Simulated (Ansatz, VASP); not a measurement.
## V in VASP and in Ansatz

```
CELL_PARAMETERS angstrom
-1.52438 1.52438 1.52438
1.52438 -1.52438 1.52438
1.52438 1.52438 -1.52438
ATOMIC_POSITIONS crystal
V 0.00000 0.00000 0.00000
```

Change from the starting cell: volume scaled by 1.02.

Alike in both runs: task single point; functional LDA; k mesh 12 × 12 × 12; occupations fermi-dirac, width 0.05 eV; collinear spin.

```csv
,VASP,Ansatz
version,VASP 6.6.1,Ansatz 0.2.0
potentials or method,"VASP PAW LDA potentials, release 64 (V_sv), cutoff 520 eV","all-electron LAPW, scalar-relativistic"
```

|  | VASP | Ansatz | Ansatz less VASP |
| --- | --- | --- | --- |
| gap on the k mesh at the Fermi level (eV) | none | none | - |
| pressure (GPa) | -20.0 | -20.4 | -0.34 |
| net moment per atom (μB) | 0.00 | 0.00 | -0.001 |

A gap of «none» marks a metal or a gap that the smearing closes. Ansatz ran all-electron here, so the differences hold the error of VASP's frozen core and of both bases.

Caveats: so large a pressure means that the cell lies far from this level's equilibrium, or that cutoff or potentials fall short (VASP); the starting moments weren't kept (Ansatz).
